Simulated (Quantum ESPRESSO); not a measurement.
Set up this calculation in Quantum ESPRESSO 7.5, as the native input.

| Property | Result |
| --- | --- |
| Task | single point |
| Functional | PBEsol |
| Potentials or basis | GBRV 1.5 PBEsol |
| Cutoff | 612 eV |
| Density cutoff | 4898 eV |
| k mesh | 9 × 9 × 4 |
| Occupations | fermi-dirac, width 0.05 eV |
| Spin | no spin polarisation |
| Mixing beta | 0.5 |
| Most SCF iterations | 120 |
| SCF threshold | 6e-10 Ry |

MoS2:

```
Mo S
1.0
     3.22746    0.00000    0.00000
    -1.61373    2.79507    0.00000
     0.00000    0.00000    6.31247
Mo S
1 2
Cartesian
  0.0000 0.0000 3.1562
  1.6137 0.9317 4.7008
  0.0000 1.8634 1.6117
```

Measurements of this composition are mostly on another form, of space group No. 194.

One way to write it, as run:

pw.in

```
&CONTROL
  calculation = 'scf'
  prefix = 'pwscf'
  outdir = './tmp'
  pseudo_dir = './pseudo'
  tprnfor = .true.
  tstress = .true.
  disk_io = 'low'
/
&SYSTEM
  ibrav = 0
  celldm(1) = 8
  nat = 3
  ntyp = 2
  ecutwfc = 45
  ecutrho = 360
  nbnd = 20
  occupations = 'smearing'
  smearing = 'fd'
  degauss = 0.00367493
/
&ELECTRONS
  conv_thr = 6d-10
  electron_maxstep = 120
  mixing_beta = 0.5
/
ATOMIC_SPECIES
Mo    95.9500 mo_pbesol_v1.uspp.F.UPF
S     32.0600 s_pbesol_v1.4.uspp.F.UPF
CELL_PARAMETERS alat
  0.7623780122949   0.0000000000000   0.0000000000000
 -0.3811890061475   0.6602387259200   0.0000000000000
  0.0000000000000   0.0000000000000   1.4911057415975
ATOMIC_POSITIONS crystal
Mo     0.0000000000    0.0000000000    0.5000000000
S      0.6666666667    0.3333333333    0.7446806800
S      0.3333333333    0.6666666667    0.2553193200
K_POINTS automatic
9 9 4 0 0 0
```

pp_density.in

```
&INPUTPP
  prefix = 'pwscf'
  outdir = './tmp'
  filplot = 'density.dat'
  plot_num = 0
/
&PLOT
  nfile = 1
  filepp(1) = 'density.dat'
  iflag = 3
  output_format = 6
  fileout = 'density.cube'
/
```

pp_potential.in

```
&INPUTPP
  prefix = 'pwscf'
  outdir = './tmp'
  filplot = 'potential.dat'
  plot_num = 11
/
&PLOT
  nfile = 1
  filepp(1) = 'potential.dat'
  iflag = 3
  output_format = 6
  fileout = 'potential.cube'
/
```

Potentials or basis: GBRV 1.5 PBEsol.

Command:

```bash
$ OMP_NUM_THREADS=1 mpirun -n 2 pw.x -nk 2 -in pw.in > pw.out
$ OMP_NUM_THREADS=1 mpirun -n 1 pp.x -in pp_density.in > pp_density.out
$ OMP_NUM_THREADS=1 mpirun -n 1 pp.x -in pp_potential.in > pp_potential.out
```

Results of the run:

```yaml
Pressure: -3.7 GPa
Largest_force: 0.003 eV/Å
Band_gap_on_the_k_mesh: none (metal or under the smearing width)
```

Caveat: this functional lacks dispersion, which binds the layers, so the pressure and a relaxed spacing across them are unreliable.

Run time: 27 s on 2 MPI ranks on Arm Neoverse V1, with other jobs on the host, peak memory 0.28 GiB a rank.
